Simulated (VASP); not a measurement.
# SnSe in VASP: notebook

Aim: see how the results for SnSe move with the level of theory and the settings. Levels: PBE, RPBE. Tasks: single point, relaxation of the atoms.

Program: VASP 6.6.1. These are calculated values, not measurements. Logs are shortened: lines on timing, memory, paths and dates and some standing lists are left out, and cuts for length are marked.

**1. Starting point**

The cell holds a slab with vacuum, 8 atoms: a = 4.310 Å, b = 4.318 Å, c = 23.896 Å, α = 90.00°, β = 90.00°, γ = 90.00°.

**2. Single point, PBE**

INCAR reads:

```
SYSTEM = SnSe
PREC = Accurate ; ENCUT = 600
EDIFF = 1E-7 ; ISMEAR = -1
SIGMA = 0.05 ; LREAL = .False.
LASPH = .True. ; NELM = 60
ALGO = Normal ; ISIF = 2
LWAVE = .False. ; LCHARG = .False.
LDIPOL = .True. ; IDIPOL = 3
DIPOL = 0.5 0.5 0.500 ; GGA = PE
NBANDS = 50
```

KPOINTS reads:

```
regular mesh
0
Gamma
  5 5 1
  0 0 0
```

POSCAR reads:

```
SnSe
1.0
    4.3100000000      0.0000000000      0.0000000000
    0.0000000000      4.3180000000      0.0000000000
    0.0000000000      0.0000000000     23.8958000000
Sn Se
4 4
Direct
    0.5000000000      0.2500000000      0.3138626872
    0.0000000000      0.7500000000      0.4412197959
    0.0000000000      0.2500000000      0.5587802041
    0.5000000000      0.7500000000      0.6861373128
    0.0000000000      0.7500000000      0.3256187280
    0.5000000000      0.2500000000      0.4294637551
    0.5000000000      0.7500000000      0.5705362449
    0.0000000000      0.2500000000      0.6743812720
```

Potentials or basis: VASP PAW PBE potentials, release 64 (Sn_d_GW, Se_GW).

The run is started by

```console
> cat potpaw_PBE.64/Sn_d_GW/POTCAR potpaw_PBE.64/Se_GW/POTCAR > POTCAR
> mpirun -np 1 vasp_std > vasp.out
```

OUTCAR:

```text
SYSTEM = SnSe
   PREC = Accurate
   ENCUT = 600
   EDIFF = 1E-7
   ISMEAR = -1
   LREAL = .False.
   LASPH = .True.
   NELM = 60
   ISIF = 2
   GGA = PE

 ion  position               nearest neighbor table
   1  0.500  0.250  0.314-   6 2.76
   2  0.000  0.750  0.441-   5 2.76
   3  0.000  0.250  0.559-   8 2.76
   4  0.500  0.750  0.686-   7 2.76
   5  0.000  0.750  0.326-   2 2.76
   6  0.500  0.250  0.429-   1 2.76
   7  0.500  0.750  0.571-   4 2.76
   8  0.000  0.250  0.674-   3 2.76

  LATTYP: Found a simple orthorhombic cell.
 ALAT       =     4.3100000000
 B/A-ratio  =     1.0018561485
 C/A-ratio  =     5.5442691415

  Lattice vectors:

 A1 = (   4.3100000000,   0.0000000000,   0.0000000000)
 A2 = (   0.0000000000,   4.3180000000,   0.0000000000)
 A3 = (   0.0000000000,   0.0000000000,  23.8958000000)

Analysis of symmetry for initial positions (statically):
=====================================================================
 Subroutine PRICEL returns:
 Original cell was already a primitive cell.

 Routine SETGRP: Setting up the symmetry group for a
 simple orthorhombic supercell.

 Subroutine GETGRP returns: Found  8 space group operations
 (whereof  4 operations were pure point group operations)
 out of a pool of  8 trial point group operations.

The static configuration has the point symmetry C_2h.
 The point group associated with its full space group is D_2h.

Analysis of symmetry for dynamics (positions and initial velocities):
=====================================================================
 Subroutine PRICEL returns:
 Original cell was already a primitive cell.

 Routine SETGRP: Setting up the symmetry group for a
 simple orthorhombic supercell.

 Subroutine GETGRP returns: Found  8 space group operations
 (whereof  4 operations were pure point group operations)
 out of a pool of  8 trial point group operations.

The dynamic configuration has the point symmetry C_2h.
 The point group associated with its full space group is D_2h.

 Subroutine INISYM returns: Found  8 space group operations
 (whereof  4 operations are pure point group operations),
 and found     1 'primitive' translations

----------------------------------------------------------------------------------------

[... 95 lines left out ...]
   ISYM   =      2    0-nonsym 1-usesym 2-fastsym
   POTIM  = 0.5000    time-step for ionic-motion
   TEBEG  =    0.0;   TEEND  =   0.0 temperature during run
   PSTRESS=    0.0 pullay stress
   NELECT =      80.0000    total number of electrons
   NUPDOWN=      -1.0000    fix difference up-down
   EMIN   =  10.00;   EMAX   =-10.00  energy-range for DOS
   EFERMI =   0.00;   METHOD = LEGACY
   ISMEAR =    -1;   SIGMA  =   0.05  broadening in eV -4-tet -1-fermi 0-gaus
   EFERMI_NEDOS =   21; number of points for ismear=-14 and -15
   IALGO  =     38    algorithm
   IMIX   =      4    mixing-type and parameters
     AMIX     =   0.40;   BMIX     =  1.00
     AMIX_MAG =   1.60;   BMIX_MAG =  1.00
  volume/ion in A,a.u.               =      55.59       375.14
  Fermi-wavevector in a.u.,A,eV,Ry     =   0.924154  1.746398 11.620199  0.854061
  Thomas-Fermi vector in A             =   2.049869
   LORBIT       =      0    0 simple, 1 ext, 2 COOP (PROOUT), +10 PAW based schemes
   GGA     = PE    functional components
   LHFCALC =     F    Hartree Fock is set to
   AEXX    =    0.0000 exact exchange contribution
   IVDW    =     0    specifies the selected vdW correction
   LEPSILON=     F    determine dielectric tensor
   LRPA    =     F    only Hartree local field effects (RPA)
 non-spin polarized calculation
  energy-cutoff  :      600.00
  volume of cell :      444.71
 maximum number of plane-waves:     14871
 NGX is ok and might be reduce to    36

 number of electron      80.0000005 magnetization

 dipolmoment           0.000000      0.000000      0.000000 electrons x Angstroem

 Free energy of the ion-electron system (eV)
  ---------------------------------------------------
  ext. energy  EPLUGINS =         0.00000000
  ---------------------------------------------------
  free energy    TOTEN  =       -32.59194905 eV

  energy without entropy =      -32.59191236  energy(sigma->0) =      -32.59193070

 E-fermi :   0.1418     XC(G=0):  -5.2378

 val. band max:       -0.2899548137   @ k =   0.4000   0.0000   0.0000
 cond. band min:       0.5809340069   @ k =   0.0000   0.4000   0.0000
 fundamental gap:      0.8708888206
 Fermi energy:         0.1417771059

 k-point     1 :       0.0000    0.0000    0.0000
  band No.  band energies     occupation
      1     -21.6020      2.00000
      2     -21.5962      2.00000
      3     -21.5887      2.00000
      4     -21.5805      2.00000
      5     -21.5748      2.00000
      6     -21.5591      2.00000
[... 466 lines left out ...]
     49       4.5238      0.00000
     50       4.9734      0.00000

------------------------ aborting loop because EDIFF is reached ----------------------------------------

 vacuum level on the upper side and lower side of the slab       (xc-potential included)        -0.079        -0.079

  FORCE on cell =-STRESS in cart. coord.  units (eV):
  Direction    XX          YY          ZZ          XY          YZ          ZX
  --------------------------------------------------------------------------------------
  -------------------------------------------------------------------------------------
  Total       -1.1646689     -1.2674526     -1.6236153      0.0000000      0.0000000      0.0000000
  in kB       -4.1959623     -4.5662621     -5.8494122      0.0000000      0.0000000      0.0000000
  external PRESSURE =      -4.8705455 kB  Pullay stress =       0.0000000 kB

 VOLUME and BASIS-vectors are now :
 -----------------------------------------------------------------------------
  energy-cutoff  :      600.00
  volume of cell :      444.71
      direct lattice vectors                 reciprocal lattice vectors
     4.310000000  0.000000000  0.000000000     0.232018561  0.000000000  0.000000000
     0.000000000  4.318000000  0.000000000     0.000000000  0.231588698  0.000000000
     0.000000000  0.000000000 23.895800000     0.000000000  0.000000000  0.041848358

 POSITION                                       TOTAL-FORCE (eV/Angst)
 -----------------------------------------------------------------------------------
      2.15500      1.07950      7.50000         0.000000      0.000000      0.329559
      0.00000      3.23850     10.54330         0.000000     -0.000000     -0.306083
      0.00000      1.07950     13.35250         0.000000     -0.000000      0.306083
      2.15500      3.23850     16.39580         0.000000     -0.000000     -0.329559
      0.00000      3.23850      7.78092         0.000000     -0.000000      0.009679
      2.15500      1.07950     10.26238        -0.000000     -0.000000     -0.174518
      2.15500      3.23850     13.63342         0.000000     -0.000000      0.174518
      0.00000      1.07950     16.11488         0.000000     -0.000000     -0.009679
 -----------------------------------------------------------------------------------
    total drift:                                0.000000      0.000000      0.000000

  FREE ENERGIE OF THE ION-ELECTRON SYSTEM (eV)
  ---------------------------------------------------
  free  energy   TOTEN  =       -32.5919490524 eV

  energy  without entropy=      -32.5919123575  energy(sigma->0) =      -32.59193070

 vacuum level on the upper side and lower side of the slab         3.975         3.975
```

OSZICAR:

```text
N       E                     dE             d eps       ncg     rms          rms(c)
DAV:   1     0.109153761608E+04    0.10915E+04   -0.29294E+04  1360   0.797E+03
DAV:   2     0.396896668182E+03   -0.69464E+03   -0.65591E+03  1538   0.193E+03
DAV:   3     0.683963603049E+02   -0.32850E+03   -0.31929E+03  1630   0.485E+02
DAV:   4    -0.911546598274E+01   -0.77512E+02   -0.75680E+02  1680   0.334E+02
[... 15 lines left out ...]
DAV:  20    -0.325919447717E+02   -0.90421E-05   -0.12863E-06  1040   0.897E-03    0.174E-04
DAV:  21    -0.325919479433E+02   -0.31716E-05   -0.18066E-07   944   0.412E-03    0.118E-04
DAV:  22    -0.325919485649E+02   -0.62158E-06   -0.31926E-08   736   0.466E-03    0.712E-05
DAV:  23    -0.325919490346E+02   -0.46972E-06   -0.28817E-08   720   0.401E-03    0.450E-05
DAV:  24    -0.325919490524E+02   -0.17808E-07   -0.21666E-08   720   0.439E-03
   1 F= -.32591949E+02 E0= -.32591931E+02  d E =-.366949E-04
```

It took 10 min on 1 thread of AMD EPYC 7R43 (Zen 3), shared host; peak memory 0.57 GiB.

What came out:

* Free energy: -32.5919 eV
* Largest force: 0.330 eV/Å
* Band gap on the k mesh: 0.87 eV, indirect (least direct gap 0.95 eV)

Forces on the atoms (eV/Å):
```
Sn   0.000  0.000  0.330
Sn   0.000  0.000 -0.306
Sn   0.000  0.000  0.306
Sn   0.000  0.000 -0.330
Se   0.000  0.000  0.010
Se   0.000  0.000 -0.175
Se   0.000  0.000  0.175
Se   0.000  0.000 -0.010
```

Levels at points of the mesh, in eV from the valence-band top:
| k point | band 36 | band 37 | band 38 | band 39 | band 40 | band 41 | band 42 | band 43 | band 44 | band 45 |
| --- | --- | --- | --- | --- | --- | --- | --- | --- | --- | --- |
| (0.00, 0.00, 0.00) | -1.84 | -1.52 | -1.52 | -0.33 | -0.33 | 0.90 | 2.53 | 3.60 | 3.61 | 3.69 |

Caveat: spin-orbit coupling is left out, which moves the levels of the heavy elements.

(Part 1 of 2 ends here.)
